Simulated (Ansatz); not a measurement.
Born–Oppenheimer molecular dynamics of a periodic cell of 17 atoms, Mg8HO8 (host MgO, host structure Fm-3m, interstitial H). It goes on from the last frame of an earlier run, with new velocities.

Level of theory: DFT PBE, scalar-relativistic, plane waves, PAW in Ansatz. Settings: accuracy low, PAW set soft_1, cutoff 420 eV, k mesh 2x2x2, fermi-dirac smearing 0.05 eV, spin collinear.

```json
{
  "ensemble": "NVT, Nosé–Hoover chain",
  "time step": "0.5 fs",
  "steps asked": "210",
  "set temperature": "840 K",
  "thermostat": "time constant 200 fs, chain length 3",
  "seed": "308989"
}
```

Frames 0.5 fs apart, positions in Å, forces in eV/Å.

Velocities at 65 fs (Å/ps):

```
Mg -7.07 -0.99 -4.82
O -3.66 2.32 2.12
Mg 0.69 -6.20 5.08
O 5.85 5.74 10.43
Mg 1.45 0.55 -3.77
O 5.54 -6.61 -0.93
Mg 5.10 -11.59 -2.62
O -8.06 -2.50 -0.43
Mg 3.15 0.62 6.64
O 3.03 -1.79 -11.44
Mg 1.18 6.04 3.85
O -5.82 1.71 -1.96
Mg 1.39 3.28 0.29
O -0.86 1.98 -4.27
Mg 1.45 6.60 -2.88
O -7.99 0.86 2.86
H 12.88 13.61 14.51
```

```xyz
17
Lattice="0.0000 3.8650 3.8650 3.8650 0.0000 3.8650 3.8650 3.8650 0.0000" Properties=species:S:1:pos:R:3:forces:R:3 time_fs=65 energy_less_start_eV=0.604 T=567
Mg 0.017 0.013 0.006 -0.43 -1.10 -1.46
O 1.977 1.856 1.991 0.01 0.60 -0.72
Mg 1.904 1.912 0.076 1.17 1.37 -1.26
O 3.827 3.809 1.841 1.10 1.43 1.86
Mg 2.022 -0.014 1.849 -1.15 -0.49 0.99
O 3.771 1.910 3.915 0.86 0.11 -0.84
Mg 3.877 2.037 2.084 0.37 -2.76 -2.63
O 5.872 3.978 3.761 -1.29 -2.76 0.80
Mg 0.018 1.817 1.910 -0.64 1.49 1.76
O 1.918 3.867 3.778 0.26 -0.08 1.46
Mg 1.939 3.870 1.929 -0.51 0.38 -1.13
O 3.896 5.805 3.851 -1.36 -0.20 0.34
Mg 1.893 1.899 3.866 -0.26 1.34 0.72
O 3.863 3.942 5.811 -0.01 0.31 0.27
Mg 3.815 3.883 3.832 1.32 0.61 0.23
O 5.809 5.823 5.825 -0.12 -0.35 0.17
H 4.745 2.948 4.904 0.68 0.10 -0.54
17
Lattice="0.0000 3.8650 3.8650 3.8650 0.0000 3.8650 3.8650 3.8650 0.0000" Properties=species:S:1:pos:R:3:forces:R:3 time_fs=65.5 energy_less_start_eV=0.555 T=591
Mg 0.013 0.013 0.003 -0.38 -1.10 -1.32
O 1.975 1.857 1.992 0.09 0.56 -0.72
Mg 1.905 1.909 0.078 1.10 1.43 -1.27
O 3.830 3.812 1.846 1.05 1.25 1.69
Mg 2.022 -0.014 1.847 -1.20 -0.50 1.00
O 3.773 1.906 3.914 0.83 0.20 -0.76
Mg 3.880 2.031 2.083 0.28 -2.51 -2.60
O 5.868 3.976 3.760 -1.22 -2.68 0.79
Mg 0.019 1.817 1.913 -0.68 1.53 1.61
O 1.919 3.866 3.772 0.20 -0.09 1.63
Mg 1.939 3.873 1.931 -0.43 0.36 -1.21
O 3.893 5.806 3.850 -1.29 -0.16 0.38
Mg 1.893 1.901 3.866 -0.24 1.28 0.72
O 3.863 3.943 5.809 -0.04 0.28 0.29
Mg 3.816 3.886 3.830 1.36 0.46 0.25
O 5.805 5.823 5.827 0.00 -0.33 0.12
H 4.752 2.955 4.911 0.58 0.02 -0.61
17
Lattice="0.0000 3.8650 3.8650 3.8650 0.0000 3.8650 3.8650 3.8650 0.0000" Properties=species:S:1:pos:R:3:forces:R:3 time_fs=66 energy_less_start_eV=0.508 T=614
Mg 0.010 0.012 0.001 -0.34 -1.09 -1.18
O 1.973 1.858 1.993 0.17 0.52 -0.70
Mg 1.905 1.906 0.081 1.03 1.49 -1.29
O 3.833 3.815 1.851 1.00 1.08 1.51
Mg 2.023 -0.014 1.845 -1.24 -0.51 1.00
O 3.776 1.903 3.914 0.79 0.28 -0.68
Mg 3.882 2.025 2.081 0.18 -2.25 -2.55
O 5.864 3.974 3.760 -1.15 -2.58 0.78
Mg 0.021 1.818 1.917 -0.71 1.59 1.45
O 1.921 3.865 3.767 0.14 -0.10 1.80
Mg 1.940 3.876 1.933 -0.34 0.34 -1.28
O 3.889 5.807 3.849 -1.22 -0.13 0.43
Mg 1.894 1.903 3.866 -0.22 1.22 0.72
O 3.862 3.944 5.807 -0.07 0.24 0.30
Mg 3.817 3.889 3.829 1.38 0.31 0.28
O 5.801 5.823 5.828 0.12 -0.32 0.07
H 4.761 2.962 4.916 0.48 -0.07 -0.68
17
Lattice="0.0000 3.8650 3.8650 3.8650 0.0000 3.8650 3.8650 3.8650 0.0000" Properties=species:S:1:pos:R:3:forces:R:3 time_fs=66.5 energy_less_start_eV=0.463 T=636
Mg 0.006 0.011 -0.002 -0.30 -1.08 -1.03
O 1.972 1.860 1.994 0.24 0.48 -0.68
Mg 1.906 1.903 0.083 0.96 1.54 -1.31
O 3.836 3.818 1.857 0.94 0.90 1.33
Mg 2.023 -0.013 1.844 -1.29 -0.52 1.01
O 3.779 1.900 3.913 0.74 0.35 -0.59
Mg 3.885 2.018 2.079 0.08 -1.99 -2.50
O 5.860 3.972 3.760 -1.06 -2.46 0.77
Mg 0.022 1.819 1.921 -0.74 1.64 1.29
O 1.923 3.864 3.762 0.08 -0.10 1.96
Mg 1.940 3.880 1.934 -0.25 0.33 -1.34
O 3.886 5.807 3.848 -1.14 -0.09 0.48
Mg 1.895 1.905 3.866 -0.19 1.15 0.72
O 3.862 3.945 5.805 -0.09 0.19 0.31
Mg 3.818 3.893 3.828 1.40 0.16 0.31
O 5.797 5.824 5.830 0.24 -0.30 0.02
H 4.771 2.969 4.920 0.37 -0.17 -0.73
17
Lattice="0.0000 3.8650 3.8650 3.8650 0.0000 3.8650 3.8650 3.8650 0.0000" Properties=species:S:1:pos:R:3:forces:R:3 time_fs=67 energy_less_start_eV=0.423 T=656
Mg 0.003 0.010 -0.005 -0.25 -1.06 -0.89
O 1.970 1.861 1.994 0.32 0.43 -0.66
Mg 1.907 1.900 0.085 0.89 1.57 -1.33
O 3.840 3.822 1.863 0.88 0.72 1.14
Mg 2.024 -0.013 1.842 -1.33 -0.52 1.02
O 3.783 1.897 3.912 0.70 0.42 -0.51
Mg 3.887 2.012 2.077 -0.03 -1.73 -2.44
O 5.855 3.969 3.761 -0.97 -2.33 0.75
Mg 0.024 1.820 1.924 -0.76 1.70 1.11
O 1.924 3.863 3.757 0.02 -0.11 2.11
Mg 1.941 3.883 1.936 -0.16 0.31 -1.40
O 3.882 5.808 3.848 -1.05 -0.06 0.53
Mg 1.895 1.907 3.867 -0.16 1.07 0.71
O 3.861 3.946 5.803 -0.11 0.12 0.32
Mg 3.819 3.896 3.826 1.40 0.01 0.34
O 5.793 5.824 5.831 0.37 -0.29 -0.03
H 4.781 2.975 4.922 0.25 -0.26 -0.77
17
Lattice="0.0000 3.8650 3.8650 3.8650 0.0000 3.8650 3.8650 3.8650 0.0000" Properties=species:S:1:pos:R:3:forces:R:3 time_fs=67.5 energy_less_start_eV=0.386 T=674
Mg -0.001 0.009 -0.008 -0.21 -1.04 -0.74
O 1.968 1.863 1.995 0.39 0.39 -0.63
Mg 1.907 1.898 0.087 0.82 1.59 -1.35
O 3.843 3.825 1.870 0.82 0.55 0.95
Mg 2.024 -0.013 1.841 -1.36 -0.52 1.02
O 3.786 1.894 3.911 0.64 0.48 -0.43
Mg 3.890 2.005 2.074 -0.14 -1.47 -2.38
O 5.850 3.966 3.761 -0.87 -2.18 0.72
Mg 0.025 1.821 1.928 -0.77 1.77 0.94
O 1.926 3.862 3.753 -0.04 -0.11 2.26
Mg 1.941 3.886 1.937 -0.08 0.28 -1.45
O 3.879 5.809 3.847 -0.97 -0.02 0.59
Mg 1.896 1.909 3.867 -0.13 0.99 0.70
O 3.861 3.947 5.801 -0.13 0.05 0.32
Mg 3.821 3.900 3.825 1.40 -0.14 0.37
O 5.789 5.824 5.833 0.49 -0.27 -0.09
H 4.792 2.981 4.922 0.13 -0.34 -0.79
17
Lattice="0.0000 3.8650 3.8650 3.8650 0.0000 3.8650 3.8650 3.8650 0.0000" Properties=species:S:1:pos:R:3:forces:R:3 time_fs=68 energy_less_start_eV=0.354 T=690
Mg -0.005 0.008 -0.011 -0.16 -1.01 -0.60
O 1.966 1.864 1.995 0.46 0.35 -0.60
Mg 1.908 1.896 0.089 0.75 1.60 -1.37
O 3.847 3.829 1.876 0.75 0.38 0.75
Mg 2.024 -0.013 1.839 -1.40 -0.51 1.02
O 3.789 1.891 3.910 0.58 0.54 -0.36
Mg 3.893 1.998 2.072 -0.25 -1.20 -2.31
O 5.845 3.963 3.761 -0.76 -2.02 0.70
Mg 0.026 1.822 1.932 -0.78 1.83 0.76
O 1.927 3.861 3.748 -0.09 -0.12 2.39
Mg 1.942 3.889 1.938 0.00 0.25 -1.49
O 3.875 5.810 3.846 -0.87 0.01 0.64
Mg 1.896 1.912 3.868 -0.10 0.90 0.69
O 3.861 3.949 5.800 -0.14 -0.03 0.32
Mg 3.822 3.903 3.824 1.39 -0.28 0.41
O 5.785 5.824 5.834 0.61 -0.26 -0.14
H 4.804 2.986 4.920 0.01 -0.42 -0.80
17
Lattice="0.0000 3.8650 3.8650 3.8650 0.0000 3.8650 3.8650 3.8650 0.0000" Properties=species:S:1:pos:R:3:forces:R:3 time_fs=68.5 energy_less_start_eV=0.327 T=704
Mg -0.009 0.007 -0.014 -0.12 -0.98 -0.46
O 1.965 1.866 1.996 0.52 0.30 -0.56
Mg 1.909 1.893 0.091 0.69 1.60 -1.40
O 3.851 3.833 1.883 0.68 0.21 0.56
Mg 2.024 -0.013 1.838 -1.43 -0.50 1.02
O 3.793 1.888 3.909 0.51 0.58 -0.29
Mg 3.895 1.991 2.069 -0.36 -0.94 -2.24
O 5.840 3.960 3.762 -0.65 -1.85 0.67
Mg 0.027 1.823 1.937 -0.78 1.89 0.58
O 1.929 3.860 3.745 -0.14 -0.12 2.52
Mg 1.942 3.892 1.939 0.07 0.21 -1.53
O 3.871 5.811 3.846 -0.78 0.05 0.69
Mg 1.897 1.914 3.869 -0.06 0.81 0.67
O 3.860 3.950 5.798 -0.15 -0.12 0.31
Mg 3.824 3.906 3.822 1.37 -0.42 0.44
O 5.781 5.824 5.836 0.73 -0.24 -0.20
H 4.816 2.990 4.916 -0.10 -0.48 -0.79
17
Lattice="0.0000 3.8650 3.8650 3.8650 0.0000 3.8650 3.8650 3.8650 0.0000" Properties=species:S:1:pos:R:3:forces:R:3 time_fs=69 energy_less_start_eV=0.304 T=715
Mg -0.012 0.006 -0.017 -0.07 -0.94 -0.32
O 1.963 1.867 1.996 0.58 0.27 -0.52
Mg 1.910 1.891 0.092 0.62 1.59 -1.42
O 3.855 3.837 1.889 0.61 0.05 0.36
Mg 2.024 -0.013 1.837 -1.45 -0.49 1.02
O 3.796 1.885 3.908 0.43 0.62 -0.23
Mg 3.898 1.984 2.066 -0.47 -0.68 -2.16
O 5.835 3.956 3.763 -0.53 -1.67 0.64
Mg 0.028 1.825 1.941 -0.79 1.94 0.40
O 1.931 3.859 3.741 -0.19 -0.12 2.63
Mg 1.943 3.896 1.940 0.12 0.16 -1.57
O 3.867 5.811 3.845 -0.68 0.08 0.74
Mg 1.897 1.916 3.869 -0.03 0.72 0.65
O 3.860 3.951 5.796 -0.16 -0.22 0.31
Mg 3.825 3.910 3.821 1.34 -0.56 0.48
O 5.777 5.825 5.837 0.85 -0.22 -0.25
H 4.827 2.993 4.910 -0.20 -0.52 -0.76
17
Lattice="0.0000 3.8650 3.8650 3.8650 0.0000 3.8650 3.8650 3.8650 0.0000" Properties=species:S:1:pos:R:3:forces:R:3 time_fs=69.5 energy_less_start_eV=0.287 T=724
Mg -0.016 0.004 -0.020 -0.02 -0.90 -0.19
O 1.962 1.869 1.996 0.63 0.23 -0.47
Mg 1.911 1.890 0.094 0.56 1.56 -1.45
O 3.859 3.840 1.896 0.53 -0.11 0.16
Mg 2.023 -0.014 1.836 -1.47 -0.47 1.02
O 3.800 1.882 3.907 0.35 0.65 -0.17
Mg 3.900 1.976 2.062 -0.58 -0.42 -2.07
O 5.830 3.951 3.763 -0.40 -1.49 0.60
Mg 0.029 1.827 1.945 -0.78 1.99 0.22
O 1.932 3.858 3.738 -0.24 -0.12 2.73
Mg 1.943 3.899 1.941 0.17 0.10 -1.61
O 3.862 5.812 3.845 -0.58 0.11 0.78
Mg 1.898 1.919 3.870 0.01 0.63 0.62
O 3.859 3.952 5.794 -0.16 -0.33 0.30
Mg 3.827 3.913 3.820 1.30 -0.68 0.52
O 5.774 5.825 5.838 0.97 -0.21 -0.30
H 4.838 2.995 4.902 -0.29 -0.55 -0.71
17
Lattice="0.0000 3.8650 3.8650 3.8650 0.0000 3.8650 3.8650 3.8650 0.0000" Properties=species:S:1:pos:R:3:forces:R:3 time_fs=70 energy_less_start_eV=0.275 T=730
Mg -0.020 0.003 -0.023 0.03 -0.85 -0.06
O 1.961 1.871 1.996 0.68 0.19 -0.43
Mg 1.913 1.888 0.095 0.50 1.52 -1.47
O 3.863 3.844 1.902 0.45 -0.25 -0.03
Mg 2.023 -0.014 1.835 -1.49 -0.45 1.02
O 3.804 1.879 3.906 0.26 0.67 -0.12
Mg 3.903 1.969 2.059 -0.69 -0.16 -1.98
O 5.824 3.947 3.764 -0.27 -1.29 0.56
Mg 0.030 1.829 1.949 -0.78 2.03 0.05
O 1.933 3.857 3.736 -0.28 -0.12 2.82
Mg 1.944 3.902 1.942 0.20 0.03 -1.64
O 3.858 5.813 3.845 -0.47 0.14 0.83
Mg 1.899 1.921 3.871 0.04 0.54 0.59
O 3.858 3.953 5.792 -0.15 -0.44 0.28
Mg 3.829 3.916 3.819 1.25 -0.81 0.56
O 5.771 5.825 5.840 1.09 -0.19 -0.36
H 4.848 2.995 4.893 -0.36 -0.55 -0.63
17
Lattice="0.0000 3.8650 3.8650 3.8650 0.0000 3.8650 3.8650 3.8650 0.0000" Properties=species:S:1:pos:R:3:forces:R:3 time_fs=70.5 energy_less_start_eV=0.268 T=734
Mg -0.024 0.001 -0.026 0.07 -0.80 0.06
O 1.959 1.873 1.996 0.73 0.16 -0.38
Mg 1.914 1.887 0.096 0.45 1.47 -1.50
O 3.867 3.848 1.909 0.37 -0.39 -0.23
Mg 2.022 -0.014 1.834 -1.51 -0.43 1.02
O 3.807 1.877 3.905 0.16 0.68 -0.08
Mg 3.905 1.962 2.055 -0.81 0.09 -1.88
O 5.819 3.943 3.765 -0.13 -1.09 0.53
Mg 0.031 1.831 1.954 -0.77 2.06 -0.12
O 1.935 3.856 3.733 -0.32 -0.11 2.90
Mg 1.944 3.905 1.942 0.22 -0.06 -1.68
O 3.854 5.814 3.845 -0.36 0.17 0.88
Mg 1.899 1.924 3.872 0.08 0.45 0.56
O 3.858 3.954 5.791 -0.14 -0.56 0.27
Mg 3.832 3.919 3.818 1.19 -0.92 0.60
O 5.768 5.825 5.841 1.20 -0.18 -0.41
H 4.858 2.994 4.882 -0.43 -0.54 -0.54
```

Of the whole run (105 fs, mean temperature of the second half 570 K): The conserved energy stayed within 0.065 meV per atom of its start (net change 0.042 meV per atom), so the integration is sound. The mean temperature of the second half is 32 % below the set value. A run of 0.1 ps of so small a system gives no equilibrium averages. Limits of this set-up: coarse k mesh, a small cell, in which the defect meets its images, low accuracy level.

Run time: 29 min on 1 thread of Arm Neoverse V1 (shared host), peak memory 0.44 GiB.
